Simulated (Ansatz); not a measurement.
# Bi2Se3: the cost of one run

Method: DFT PBE, scalar-relativistic, plane waves, PAW, in Ansatz 0.2.0.

## 1. Starting point

It takes space group R-3m (No. 166, trigonal). Conventional cell: a = 4.143 Å, b = 4.143 Å, c = 28.636 Å, α = 90.00°, β = 90.00°, γ = 120.00°. Bi (site symmetry 3m) is surrounded by 6 Se at 2.85 to 3.07 Å. Around Se (site symmetry -3m) lie 6 Bi at 3.07 Å. Se (site symmetry 3m) is surrounded by 3 Bi at 2.85 Å.

As a file:

```
CELL_PARAMETERS angstrom
2.07150 1.19598 9.54533
-2.07150 1.19598 9.54533
0.00000 -2.39196 9.54533
ATOMIC_POSITIONS crystal
Bi 0.40080 0.40080 0.40080
Bi 0.59920 0.59920 0.59920
Se 0.00000 0.00000 0.00000
Se 0.21170 0.21170 0.21170
Se 0.78830 0.78830 0.78830
```

No relaxation comes first: the listed cell is the starting point.

## 2. Zero of energy

The reference gives a free energy of -41202.2130 eV, pressure 2.55 GPa, largest force 0.156 eV/Å and gap on the mesh 0.21 eV. It was computed beforehand with the settings of the runs below.

## 3. Setting up shifting one sublattice

Every Bi atom is moved by x along the Cartesian unit vector (-0.727, -0.420, 0.544); the cell and all other atoms stay fixed. Forces below are components along that vector, summed over the moved atoms.

## 4. At x = -0.100 Å

Contents of input.yaml:

```yaml
crystal:
  lattice:
    - [2.0714992968, 1.1959806766, 9.54533]
    - [-2.0714992968, 1.1959806766, 9.54533]
    - [0.0, -2.3919613533, 9.54533]
  atoms:
    - { symbol: Bi, position: [0.4222846952, 0.3872076418, 0.3872076418] }
    - { symbol: Bi, position: [0.6206846952, 0.5856076418, 0.5856076418] }
    - { symbol: Se, position: [0.0, 0.0, 0.0] }
    - { symbol: Se, position: [0.2117, 0.2117, 0.2117] }
    - { symbol: Se, position: [0.7883, 0.7883, 0.7883] }
basis:
  ecutwfc: 420
kpoints:
  mp_grid: { grid: [12, 12, 12] }
hamiltonian:
  xc: pbe
scf:
  occupations: { method: gaussian, width: 0.03 }
output:
  forces: true
  stress: true
  eigenvalues: true
```

The run is started by

```bash
> ansatz run input.yaml --threads 1 --pin off --max-ram 2560MiB --backend cpu --events-out ev --progress --plain --runs-dir out
```

**Question.** How long does this run take on 1 thread of Intel Xeon 6975P-C (Granite Rapids), shared host, and how much memory does it need?

About 2.3 min, with a peak of 2 GiB.
